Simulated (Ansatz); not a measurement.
This is a one-shot G0W0 calculation with Ansatz on CdS built on the zincblende prototype; the level of theory is G0W0@PBE with 213 empty bands, a screening cutoff of 150 eV and a 4×4×4 mesh. The cell was relaxed with r2SCAN and then strained, so it isn't that functional's minimum.

Input (YAML):
```yaml
crystal:
  lattice:
    - [0.0, 2.939214843, 2.9686069915]
    - [2.939214843, 0.0, 2.9686069915]
    - [2.939214843, 2.939214843, 0.0]
  atoms:
    - { symbol: Cd, position: [0.0, 0.0, 0.0] }
    - { symbol: S, position: [0.25, 0.25, 0.25] }
kpoints:
  mp_grid: { grid: [4, 4, 4] }
hamiltonian:
  xc: pbe
scf:
  occupations: { method: fixed }
gw:
  n_empty_bands: 213
  ecut_chi: 150
  qp_bands: [v2, c2]
  qp_kpoints: band_edges
  screening: { model: contour_deformation }
```

Wall time 11 s on 1 × NVIDIA H100 80GB HBM3 with 2 threads of AMD EPYC 7R13 Processor (Zen 3), with other jobs on the host, load about 1.4 per core; peak host memory 1.4 GiB.

Output, abridged:
```
Functional definition: PBE
Crystal: 2 atoms, lattice volume = 51.291 Å³
Basis set: ecut = 420 eV, 965 PW (Γ)
Bands: 17, of which v1, the nominal top of the filled ones, is band 13 counted from 1 (12 counted from 0)
Symmetry: 8 space group operations
Space group: I-4m2 (ITA 119)
k-points: 13 of 64 (time reversal used)
SCF converged after 6 iterations
Free energy (F): -9157.794926 eV
Fermi energy:    6.481537 eV
--- G₀W₀: contour deformation, 7 samples at zero and on the imaginary axis and 3 off it, 64 q-points, 213 empty bands' worth ---
    ik  band        ε_KS         Σx   Σc(E_QP)       V_xc       Z   E_QP_lin       E_QP  E_QP is
     0    12      6.4815   -20.7607     2.3007   -17.8404  0.7184     5.8329     5.8619  root
     0    13      6.4815   -20.7607     2.3007   -17.8404  0.7184     5.8329     5.8619  root
     0    14      7.5334    -8.4010    -3.8653   -12.3092  0.7568     7.5764     7.5763  root
     0    15     12.9875    -6.3247    -4.5888   -11.1712  0.7418    13.2486    13.2451  root
     1    12      6.0846   -20.1749     2.3839   -17.1414  0.7163     5.4016     5.4351  root
     1    13      6.1144   -20.1721     2.3806   -17.1430  0.7163     5.4326     5.4658  root
     1    14      9.1686    -8.6258    -4.0551   -12.8194  0.7481     9.3080     9.3071  root
     1    15     12.6971    -6.8476    -4.5516   -11.5613  0.7336    12.8606    12.8592  root
     2    12      5.7466   -19.6565     2.4736   -16.5080  0.7136     5.0339     5.0717  root
     2    13      5.7858   -19.6542     2.4670   -16.5139  0.7136     5.0750     5.1124  root
     2    14      9.4202    -7.9912    -4.1821   -12.3534  0.7536     9.6019     9.6003  root
     2    15     13.4120    -6.4566    -4.5785   -11.2628  0.7344    13.6428    13.6398  root
     3    12      5.4930   -19.2976     2.5207   -16.0886  0.7119     4.7640     4.8046  root
     3    13      5.5159   -19.3337     2.5155   -16.1306  0.7122     4.7879     4.8284  root
     3    14      9.9834    -8.9346    -4.0925   -13.1675  0.7403    10.1248    10.1238  root
     3    15     11.2714    -6.6282    -4.2874   -11.1004  0.7527    11.4580    11.4562  root
     6    12      4.6846   -18.0824     2.7493   -14.6010  0.7018     3.9019     3.9524  root
     6    13      4.7002   -18.1189     2.7343   -14.6531  0.7027     3.9184     3.9687  root
     6    14     10.0575    -6.2037    -3.7651    -9.9302  0.7633    10.0190    10.0189  root
     6    15     10.7417    -8.6977    -4.3093   -13.2860  0.7455    11.0251    11.0207  root
     7    12      5.5306   -19.3101     2.5140   -16.1088  0.7121     4.8031     4.8434  root
     7    13      5.5306   -19.3101     2.5140   -16.1088  0.7121     4.8031     4.8434  root
     7    14      9.9662    -8.8474    -4.0894   -13.0714  0.7409    10.1016    10.1008  root
     7    15     11.3209    -6.6933    -4.2982   -11.1831  0.7521    11.5144    11.5125  root
    11    12      4.3529   -16.9776     2.6927   -13.5452  0.7002     3.5595     3.6131  root
    11    13      4.3912   -18.7432     2.9290   -15.0605  0.7002     3.5809     3.6375  root
    11    14     11.7192    -9.7395    -4.9064   -15.0768  0.7206    12.1627    12.1502  root
    11    15     11.8711    -7.1123    -4.0525   -11.2207  0.7447    11.9272    11.9270  root
    12    12      4.7307   -18.1035     2.7340   -14.6386  0.7025     3.9498     4.0000  root
    12    13      4.7307   -18.1035     2.7340   -14.6386  0.7025     3.9498     4.0000  root
    12    14     10.0918    -6.2298    -3.7701    -9.9621  0.7632    10.0541    10.0540  root
    12    15     10.8228    -8.7040    -4.3331   -13.3218  0.7449    11.1121    11.1075  root
```

The points are ik 0 = (0, 0, 0) (Γ), ik 1 = (0, 0, 1/4), ik 2 = (0, 0, -1/2) (L), ik 3 = (0, 1/4, 1/4), ik 6 = (0, -1/2, -1/2) (X), ik 7 = (1/4, 1/4, 0), ik 11 = (1/4, -1/4, -1/2) (W), ik 12 = (-1/2, -1/2, 0) (X); band 13 is the last filled one.

The quasiparticle gap on this mesh is 1.71 eV (direct at Γ), against 1.05 eV from PBE: +0.66 eV. Renormalisation factors Z lie between 0.70 and 0.76. The G0W0 figures hold for the stated bands, cutoff and mesh and aren't extrapolated.

(Simulation; spin polarisation is off.)

The runs are scalar-relativistic, without spin-orbit coupling.

With a shallow d shell on the cation, G0W0 converges slowly in bands and cutoff, so these values are in doubt.
